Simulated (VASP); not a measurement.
# KI: relaxation of cell and atoms with PBE

Crystal: KI.

```
K I
1.0
     0.00000    3.59439    3.59439
     3.59439    0.00000    3.59439
     3.59439    3.59439    0.00000
K I
1 1
Direct
  0.00000 0.00000 0.00000
  0.50000 0.50000 0.50000
```

| Quantity | Value |
| --- | --- |
| Program | VASP 6.6.1 |
| Task | relaxation of cell and atoms |
| Functional | PBE |
| Potentials or basis | VASP PAW PBE potentials, release 64 (K_sv, I) |
| Cutoff | 600 eV |
| k mesh | 8 × 8 × 8 |
| Occupations | gaussian, width 0.03 eV |
| Spin | no spin polarisation |
| Further INCAR settings | ALGO = Normal; EDIFF = 1e-07; IBRION = 2; EDIFFG = -0.005; NSW = 90; ISIF = 3 |

```
Pressure after relaxing : 0.0 GPa
Band gap on the k mesh  : 3.85 eV, direct
```

Final structure:
```xyz
2
Lattice="0.0000 3.5944 3.5944 3.5944 0.0000 3.5944 3.5944 3.5944 0.0000" Properties=species:S:1:pos:R:3 pbc="T T T"
K     0.0000    0.0000    0.0000
I     3.5944    3.5944    3.5944
```

Levels at points of the mesh, in eV from the valence-band top:
| k point | band 6 | band 7 | band 8 | band 9 | band 10 | band 11 |
| --- | --- | --- | --- | --- | --- | --- |
| (0.00, 0.00, 0.00) | 0.00 | 0.00 | 0.00 | 3.85 | 6.51 | 6.51 |
| (0.50, 0.00, 0.00) | -1.21 | -0.30 | -0.30 | 5.47 | 7.55 | 8.04 |
| (0.50, 0.50, 0.00) | -0.92 | -0.34 | -0.34 | 5.01 | 5.65 | 8.04 |

Run time: 34 s on 1 thread of Intel(R) Xeon(R) 6975P-C (Granite Rapids), with other jobs on the host, peak memory 0.26 GiB.

Caveat: the relaxation stopped at its first step, so nothing moved; spin-orbit coupling is left out, which moves the levels of the heavy elements. Expect the measured gap to be larger: semilocal functionals such as PBE lack the derivative discontinuity.
